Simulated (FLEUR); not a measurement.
Crystal: Fe.

```
Fe
1.0
     2.43416    0.00000    0.00000
    -1.21708    2.10804    0.00000
     0.00000    0.00000    3.84193
Fe
2
Direct
  0.66667 0.33333 0.75000
  0.33333 0.66667 0.25000
```

This isn't the form of Fe at room conditions, which is bcc.

Base run:

* Program: FLEUR MaX-R8.1 (later development tree)
* Functional: PBEsol
* Potentials or basis: all-electron
* Basis: FLAPW
* Kmax: 4.76 1/bohr
* k mesh: 10 × 10 × 6
* Occupations: fermi-dirac, width 0.05 eV
* Spin: collinear spin, ferromagnetic start
* Starting moments: [3.0, 3.0] μB
* Hubbard terms: Fe d U = 5 eV

Its results: band gap on the k mesh none (metal or under the smearing width); net moment 5.63 μB per cell; site moments Fe +2.90 μB.

Problem. The run is repeated on the same cell with these changes: hubbard terms from Fe d U = 5 eV to Fe d U = 6 eV. What comes out?

Solution. Band gap on the k mesh none (metal or under the smearing width); net moment 5.98 μB per cell; site moments Fe +3.05 μB.

Caveats: the U is typed as a test and isn't derived for this compound.
